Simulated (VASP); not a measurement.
# Pt under changes of volume

One of the cells (15.347 Å³/atom); the others are scaled copies at fixed shape and fractional positions:

```
Pt
1.0
     0.00000    1.97242    1.97242
     1.97242    0.00000    1.97242
     1.97242    1.97242    0.00000
Pt
1
Direct
  0.00000 0.00000 0.00000
```

```yaml
Program: VASP 6.6.1
Functional: r2SCAN
Potentials_or_basis: VASP PAW PBE potentials, release 64 (Pt)
Cutoff: 520 eV
k_mesh: 10 × 10 × 10
Occupations: fermi-dirac, width 0.05 eV
Spin: no spin polarisation
```

| volume (Å³/atom) | energy over the lowest point (meV/atom) | pressure (GPa) |
| --- | --- | --- |
| 14.733 | 21.85 | 12.3 |
| 15.040 | 4.97 | 5.7 |
| 15.347 | 0.00 | -0.1 |
| 15.654 | ? | ? |
| 15.961 | 20.05 | -9.6 |

Q: What does the run at 15.654 Å³/atom give?

A: Energy over the lowest point 5.45 meV/atom; pressure -5.2 GPa.

Worked out: A Birch-Murnaghan fit of order 2 (a polynomial in V^(-2/3)) to the other rows has its minimum at 15.34 Å³/atom with B0 = V·E''(V) = 274 GPa. It gives 5.25 meV/atom at 15.654 Å³/atom, against the run's 5.45, and -dE/dV = -5.3 GPa, against -5.2.

Energies are extrapolated to zero smearing.

Caveats: the PAW data sets were made with another functional, which shifts forces and pressure a little.
